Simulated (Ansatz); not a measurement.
Property card for CdS

All numbers below come from DFT PBE, scalar-relativistic, plane waves, PAW in Ansatz.

Plane waves to 420 eV, a k mesh through Γ of 6×6×4 on the computed 4-atom cell and Gaussian smearing (0.02 eV); no spin polarisation.

The structure is relaxed at this level of theory with its symmetry kept.

```cif
data_structure
_symmetry_space_group_name_H-M 'P6_3mc'
_symmetry_Int_Tables_number 186
_cell_length_a 4.1970
_cell_length_b 4.1970
_cell_length_c 6.8279
_cell_angle_alpha 90.000
_cell_angle_beta 90.000
_cell_angle_gamma 120.000
_cell_volume 104.16
loop_
_atom_site_label
_atom_site_type_symbol
_atom_site_symmetry_multiplicity
_atom_site_Wyckoff_symbol
_atom_site_fract_x
_atom_site_fract_y
_atom_site_fract_z
_atom_site_occupancy
Cd1 Cd 2 b 0.33333 0.66667 0.99920 1
S1 S 2 b 0.33333 0.66667 0.37580 1
```

| Property | Result |
| --- | --- |
| Space group | P6_3mc (No. 186) |
| Volume per atom | 26.04 Å³ |
| Formation energy from the elements' standard states (uncorrected) | -0.659 eV/atom |
| Kohn–Sham band gap | 1.11 eV, direct at Γ |
| Löwdin character of the top 1 eV of the valence band | S 3p 90 % |
| Löwdin character of the lowest 1 eV of the conduction band | Cd 5s 57 %, S 3p 22 %, S 3s 19 % |
| Electron masses at the edge by Cartesian direction of the standard setting (m_e; degenerate bands sorted by energy; no spin-orbit coupling) | x: 0.13; y: 0.13; z: 0.12 |
| Hole masses at the edge by Cartesian direction of the standard setting (m_e; degenerate bands sorted by energy; no spin-orbit coupling) | x: 1.7, 0.13; y: 1.7, 0.13; z: 1.8, 1.8 |
| Bulk modulus | 53 GPa |
| Its pressure derivative | 4.6 |
| Bader charges (e) | Cd (2 in the cell) 0.86, S (2 in the cell) -0.86 |